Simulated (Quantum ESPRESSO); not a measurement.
Crystal: Pb.

```xyz
1
Lattice="0.0000 2.4750 2.4750 2.4750 0.0000 2.4750 2.4750 2.4750 0.0000" Properties=species:S:1:pos:R:3 pbc="T T T"
Pb    0.0000    0.0000    0.0000
```

Base run:

- Program: Quantum ESPRESSO 7.5
- Functional: vdW-DF
- Potentials or basis: PseudoDojo 0.4.1 SR PBE standard
- Cutoff: 762 eV
- Density cutoff: 3048 eV
- k mesh: 9 × 9 × 9
- Occupations: fermi-dirac, width 0.05 eV
- Spin: no spin polarisation

Its results: band gap on the k mesh none (metal or under the smearing width); pressure 5.0 GPa.

**Question.** The run is repeated on the same cell with these changes: functional from vdW-DF to WC. What comes out?

**Answer.** Band gap on the k mesh none (metal or under the smearing width); pressure -0.5 GPa.

Caveats: the potentials were made for another functional, which shifts forces and pressure; spin-orbit coupling is left out, which moves the levels of the heavy elements.
